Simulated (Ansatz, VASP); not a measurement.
**Two plane-wave programs on BeS**

```
Be S
1.0
     0.00000    2.45691    2.45691
     2.45691    0.00000    2.45691
     2.45691    2.45691    0.00000
Be S
1 1
Direct
  0.00000 0.00000 0.00000
  0.75000 0.75000 0.75000
```

Change from the starting cell: volume scaled by 1.04, PAW files.

Alike in both runs: task electric field gradients; functional PBE; k mesh 9 × 9 × 9; occupations fermi-dirac, width 0.02 eV; no spin polarisation.

|  | VASP | Ansatz |
| --- | --- | --- |
| version | VASP 6.6.1 | Ansatz 0.2.0 |
| potentials or method | VASP PAW PBE potentials, release 64 (Be, S) | PAW with Ansatz's default frozen-core files, scalar-relativistic |
| plane-wave cutoff (eV) | 520 | 420 |
| valence electrons in the cell | 8 | 8 |

Ansatz gave:

```
gap on the k mesh at the Fermi level (eV)                      : 3.28
pressure (GPa)                                                 : -2.1
Vzz of the field gradient on the site that differs most (V/Å²) : 0.0
```

Q: Which values does VASP return?

A: gap on the k mesh at the Fermi level (eV): 3.29; pressure (GPa): -2.0; Vzz of the field gradient on the site that differs most (V/Å²): 0.0.

Caveats: an odd mesh through Γ misses points on the zone boundary, where band edges often lie.
